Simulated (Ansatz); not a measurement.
# CsBr (Pm-3m): how far a G0W0 gap depends on its settings

How well converged is a G0W0 gap of CsBr built on the CsCl prototype?

The runs shown are made with Ansatz 0.2.0. G0W0, plane waves. Spin-unpolarised throughout; all numbers are computed.

## 1. The system as given

The cell was relaxed beforehand with r2SCAN.

It is cubic, Pm-3m (No. 221); a = 4.319 Å in the conventional setting, 40.29 Å³ an atom. Cs has 8 Br at 3.74 Å; Br has 8 Cs at 3.74 Å.

As a file:

Space group Pm-3m (No. 221). a = 4.319 Å, b = 4.319 Å, c = 4.319 Å, α = 90.00°, β = 90.00°, γ = 90.00°
| atom | site | symmetry | x | y | z |
| --- | --- | --- | --- | --- | --- |
| Cs | 1a | m-3m | 0.0000 | 0.0000 | 0.0000 |
| Br | 1b | m-3m | 0.5000 | 0.5000 | 0.5000 |

## 2. 182 empty bands, 100 eV

Input file input.yaml:

```yaml
crystal:
  lattice:
    - [4.3193780776, 0.0, 0.0]
    - [0.0, 4.3193780776, 0.0]
    - [0.0, 0.0, 4.3193780776]
  atoms:
    - { symbol: Cs, position: [0.0, 0.0, 0.0] }
    - { symbol: Br, position: [0.5, 0.5, 0.5] }
kpoints:
  mp_grid: { grid: [4, 4, 4] }
hamiltonian:
  xc: pbe
scf:
  occupations: { method: fixed }
gw:
  n_empty_bands: 182
  ecut_chi: 100
  qp_bands: [v2, c2]
  qp_kpoints: band_edges
  screening: { model: contour_deformation }
```

## 3. 441 empty bands, 180 eV

input.yaml: that of step 2 with these lines changed.

```diff
@@ -15,4 +15,4 @@
 gw:
-  n_empty_bands: 182
-  ecut_chi: 100
+  n_empty_bands: 441
+  ecut_chi: 180
   qp_bands: [v2, c2]
```

## 4. 857 empty bands, 260 eV

input.yaml: that of step 3 with these lines changed.

```diff
@@ -15,4 +15,4 @@
 gw:
-  n_empty_bands: 441
-  ecut_chi: 180
+  n_empty_bands: 857
+  ecut_chi: 260
   qp_bands: [v2, c2]
```

## 5. Starting from HSE06

input.yaml: that of step 4 with these lines changed.

```diff
@@ -11,3 +11,3 @@
 hamiltonian:
-  xc: pbe
+  xc: hse06
 scf:
@@ -15,4 +15,4 @@
 gw:
-  n_empty_bands: 857
-  ecut_chi: 260
+  n_empty_bands: 441
+  ecut_chi: 180
   qp_bands: [v2, c2]
```

## 6. Starting from r2SCAN

input.yaml: that of step 5 with these lines changed.

```diff
@@ -11,3 +11,3 @@
 hamiltonian:
-  xc: hse06
+  xc: r2scan
 scf:
```

## 7. Starting from PBE0

input.yaml: that of step 6 with these lines changed.

```diff
@@ -11,3 +11,3 @@
 hamiltonian:
-  xc: r2scan
+  xc: pbe0
 scf:
```

## 8. A plasmon pole in place of the full frequency dependence

input.yaml: that of step 7 with these lines changed.

```diff
@@ -11,3 +11,3 @@
 hamiltonian:
-  xc: pbe0
+  xc: pbe
 scf:
@@ -19,2 +19,2 @@
   qp_kpoints: band_edges
-  screening: { model: contour_deformation }
+  screening: { model: godby_needs }
```

## 9. A finer mesh, 6×6×6

input.yaml: that of step 8 with these lines changed.

```diff
@@ -9,3 +9,3 @@
 kpoints:
-  mp_grid: { grid: [4, 4, 4] }
+  mp_grid: { grid: [6, 6, 6] }
 hamiltonian:
@@ -15,6 +15,6 @@
 gw:
-  n_empty_bands: 441
-  ecut_chi: 180
+  n_empty_bands: 130
+  ecut_chi: 80
   qp_bands: [v2, c2]
   qp_kpoints: band_edges
-  screening: { model: godby_needs }
+  screening: { model: contour_deformation }
```

## 10. Norm-conserving pseudopotentials

input.yaml: that of step 9 with these lines changed.

```diff
@@ -9,5 +9,6 @@
 kpoints:
-  mp_grid: { grid: [6, 6, 6] }
+  mp_grid: { grid: [4, 4, 4] }
 hamiltonian:
   xc: pbe
+  pseudopotentials: { kind: nc }
 scf:
@@ -15,4 +16,4 @@
 gw:
-  n_empty_bands: 130
-  ecut_chi: 80
+  n_empty_bands: 441
+  ecut_chi: 180
   qp_bands: [v2, c2]
```

Q: Predict the outcome of this session. Wanted: for each run, start; potentials; frequencies; empty bands; cutoff; Kohn-Sham gap; G0W0 gap.

**Answer**, as computed:

```
 start  potentials  frequencies  empty bands  cutoff (eV)   mesh  Kohn-Sham gap (eV)  G0W0 gap (eV)
   PBE         PAW         full          182          100  4×4×4                4.44           6.59
   PBE         PAW         full          441          180  4×4×4                4.44           6.75
   PBE         PAW         full          857          260  4×4×4                4.44           6.79
 HSE06         PAW         full          441          180  4×4×4                5.61           7.29
r2SCAN         PAW         full          441          180  4×4×4                5.20           7.08
  PBE0         PAW         full          441          180  4×4×4                6.31           7.51
   PBE         PAW         pole          441          180  4×4×4                4.44           6.69
   PBE         PAW         full          130           80  6×6×6                4.44           6.50
   PBE          NC         full          441          180  4×4×4                4.44           6.68
```

Gaps are those on each run's own mesh.

**Reading.** With bands and cutoff raised together, from 182 bands at 100 eV to 857 at 260 eV, the gap moves by +0.20 eV, and on the last rung by +0.05 eV; extrapolated in 1/N from the last two rungs, the limit on this k mesh would lie near 6.8 eV. The starting point matters: against PBE, HSE06 gives +0.54 eV, r2SCAN gives +0.34 eV, PBE0 gives +0.76 eV. The plasmon pole changes the gap by -0.054 eV. Norm-conserving potentials change it by -0.061 eV. Spin-orbit coupling is left out.
